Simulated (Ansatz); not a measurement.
A computed series for LaAlO3: response to strain

The reference is LaAlO₃ (space group R-3c, No. 167; a = 5.353 Å, c = 13.048 Å (hexagonal axes)). Axes: x lies along a and z along c of the hexagonal cell.

Strains are applied to the cell and any free atomic positions relax; under biaxial strain the out-of-plane vector relaxes too.

Level of theory: PBEsol/PAW in Ansatz (an electronic-structure program), spin-orbit coupling left out, earlier PAW set.

Candidates:
(a) biaxial strain −0.81 %, plane normal [001], relaxed out of plane
(b) uniaxial strain ε_xx = +2.33 %
(c) biaxial strain +2.65 %, plane normal [001], relaxed out of plane

Before the change:

The band gap is 3.94 eV.

Question: Order them by band gap, lowest first.

Answer: (b) uniaxial strain ε_xx = +2.33 % (3.71 eV), (a) biaxial strain −0.81 %, plane normal [001], relaxed out of plane (3.88 eV), (c) biaxial strain +2.65 %, plane normal [001], relaxed out of plane (3.93 eV)

Whether these cells are dynamically stable was not tested.
